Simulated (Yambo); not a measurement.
Input of a Yambo 5.3.0 run:

bse5.in

```
optics
bse
bss
rim_cut
RandQpts= 1000000
RandGvec= 50 RL
BSKmod= "HARTREE"
BSEmod= "retarded"
BSSmod= "d"
% BSEQptR
 1 | 1 |
%
% BSEBands
 10 | 17 |
%
BSENGexx= 30 Ry
% BEnRange
 0 | 10 | eV
%
% BDmRange
 0.2 | 0.2 | eV
%
BEnSteps= 200
% BLongDir
 1 | 1 | 1 |
%
BSEprop= "abs"
WRbsWF
% KfnQP_E
 0.79 | 1.0 | 1.0 |
%
```

Contents of scf.in:

```
&CONTROL
  calculation = 'scf'
  prefix = 'pwscf'
  outdir = './tmp'
  pseudo_dir = './pseudo'
/
&SYSTEM
  ibrav = 0
  nat = 2
  ntyp = 2
  ecutwfc = 114
  nbnd = 20
  occupations = 'smearing'
  smearing = 'fd'
  degauss = 0.00367493
  force_symmorphic = .true.
/
&ELECTRONS
  conv_thr = 4d-10
  electron_maxstep = 120
  mixing_beta = 0.5
/
ATOMIC_SPECIES
Ga    69.7230 Ga.upf
N     14.0070 N.upf
CELL_PARAMETERS angstrom
   0.0000000000    2.2535006075    2.2535006075
   2.2535006075    0.0000000000    2.2535006075
   2.2535006075    2.2535006075    0.0000000000
ATOMIC_POSITIONS crystal
Ga     0.0000000000    0.0000000000    0.0000000000
N      0.2500000000    0.2500000000    0.2500000000
K_POINTS automatic
10 10 10 0 0 0
```

Contents of nscf.in:

```
&CONTROL
  calculation = 'nscf'
  prefix = 'pwscf'
  outdir = './tmp'
  pseudo_dir = './pseudo'
/
&SYSTEM
  ibrav = 0
  nat = 2
  ntyp = 2
  ecutwfc = 114
  nbnd = 63
  occupations = 'fixed'
  force_symmorphic = .true.
/
&ELECTRONS
  conv_thr = 1d-08
  diago_full_acc = .true.
  diago_thr_init = 1d-06
/
ATOMIC_SPECIES
Ga    69.7230 Ga.upf
N     14.0070 N.upf
CELL_PARAMETERS angstrom
   0.0000000000    2.2535006075    2.2535006075
   2.2535006075    0.0000000000    2.2535006075
   2.2535006075    2.2535006075    0.0000000000
ATOMIC_POSITIONS crystal
Ga     0.0000000000    0.0000000000    0.0000000000
N      0.2500000000    0.2500000000    0.2500000000
K_POINTS automatic
6 6 6 0 0 0
```

Potentials or basis: PseudoDojo 0.4 SR PBE stringent.

Command:

```bash
$ OMP_NUM_THREADS=1 pw.x -in scf.in > scf.out
$ OMP_NUM_THREADS=1 pw.x -in nscf.in > nscf.out
$ cd tmp/pwscf.save; p2y; mv SAVE ../..; cd ../..
$ OMP_NUM_THREADS=1 yambo
$ mkdir -p bse5; ln -s $PWD/g0w00/ndb.RIM bse5/
$ OMP_NUM_THREADS=1 yambo -F bse5.in -J bse5 -C bse5_out
$ OMP_NUM_THREADS=1 ypp -J bse5 -C bse5_out -e s -b 1
```

(1) Estimate the lowest exciton energy.

(2) What does it give for the lowest bright exciton energy?

(3) What does it give for the band gap on the k mesh, mean-field level?

Results:

(1) 2.55 eV.

(2) 2.55 eV.

(3) 1.75 eV, direct.

Caveat: the scissor is the correction of the direct gap in an earlier G0W0 run on the same states; spectra need much finer meshes, so this one isn't converged.

**What was measured.**

From a printed reference work, textbook, for a bulk crystal of GaN at 0 K: band gap 3.299 eV (direct).

Measured gap of GaN: 3.299 eV (direct; 0 K; a printed reference work, textbook). This calculation gives 1.75 eV (-1.55 eV). Spin-orbit coupling on Ga is left out. The value is that of PBE on a finite k mesh, which can miss the band edges, without temperature or zero-point motion. Semilocal functionals fall short of measured gaps as a rule. The cell is a database's relaxed one, not the measured one, which moves gaps too.
